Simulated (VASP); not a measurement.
**Ru under changes of volume**

One of the cells (13.846 Å³/atom); the others are scaled copies at fixed shape and fractional positions:

```
CELL_PARAMETERS angstrom
2.72372 0.00000 0.00000
-1.36186 2.35881 0.00000
0.00000 0.00000 4.31026
ATOMIC_POSITIONS crystal
Ru 0.66667 0.33333 0.75000
Ru 0.33333 0.66667 0.25000
```

```yaml
Program: VASP 6.6.1
Functional: PBEsol
Potentials_or_basis: VASP PAW PBE potentials, release 64 (Ru_pv)
Cutoff: 520 eV
k_mesh: 11 × 11 × 6
Occupations: fermi-dirac, width 0.05 eV
Spin: no spin polarisation
```

| volume (Å³/atom) | energy over the lowest point (meV/atom) | pressure (GPa) |
| --- | --- | --- |
| 12.760 | ? | ? |
| 13.032 | 7.19 | 8.0 |
| 13.303 | 0.00 | 0.4 |
| 13.846 | 20.68 | -12.3 |
| 14.118 | 45.99 | -17.6 |
| 14.389 | 79.77 | -22.3 |

Question: What does the run at 12.760 Å³/atom give?

Answer: Energy over the lowest point 28.07 meV/atom; pressure 16.6 GPa.

Worked out: A Birch-Murnaghan fit of order 3 (a polynomial in V^(-2/3)) to the other rows has its minimum at 13.32 Å³/atom with B0 = V·E''(V) = 348 GPa and B' = 4.8 at fixed shape and positions, which overstates the stiffness. It gives 28.08 meV/atom at 12.760 Å³/atom, against the run's 28.07, and -dE/dV = 16.7 GPa, against 16.6.

Energies are extrapolated to zero smearing.

Caveats: the PAW data sets were made with another functional, which shifts forces and pressure a little.
